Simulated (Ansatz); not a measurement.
Runs of Ansatz 0.2.0 on Ir. Symmetry: P6_3/mmc, No. 194, hexagonal system. Conventional cell: a = 2.751 Å, b = 2.751 Å, c = 4.462 Å, α = 90.00°, β = 90.00°, γ = 120.00°. Ir (site symmetry -6m2) is surrounded by 12 Ir at 2.74 to 2.75 Å. This isn't the form of Ir at room conditions, which is fcc.

```csv
task,level,spin,k mesh,cutoff (eV),q mesh,points for each segment of the path,atoms under strain,gap on the mesh (eV),pressure (GPa),V0 of scaled cells (Å³/atom),B0 (GPa)
equation of state,LDA,off,11 × 11 × 6,420,-,-,-,-,-,(a),402
phonons,PBEsol,off,10 × 10 × 6,420,2 × 2 × 2,8,-,none,-,-,-
elastic constants,PBEsol,off,10 × 10 × 6,420,-,-,clamped,none,-12.4,-,-
equation of state,r2SCAN,off,11 × 11 × 6,500,-,-,-,-,-,(b),373
band structure,PBEsol,"SOC, no magnetisation",11 × 11 × 6,420,-,14,-,none,-11.6,-,-
```

Alike in all rows: potentials or basis Ansatz PAW; cell as given; smearing fermi-dirac 0.05 eV.

Q: Fill in the values left out.

A: (a) 13.91; (b) 14.27.

Caveats: the PAW data sets come from PBE, with cores solved anew for the run's functional, which leaves a small shift of forces and pressure (some runs); the cell was scaled at fixed shape and fractional positions, which overstates the stiffness of a crystal with free parameters, most of all of layers and chains (some runs); the cell is more than 3 GPa from zero pressure, which shifts response properties (some runs); elastic constants of metals need much finer meshes, so these are rough (some runs); the PAW data sets were made with another functional, which shifts forces and pressure a little (some runs).

A k mesh can miss the band edges, and rows without SOC leave out spin-orbit coupling on Ir.

A gap of «none» marks a metal or a gap under the smearing width.
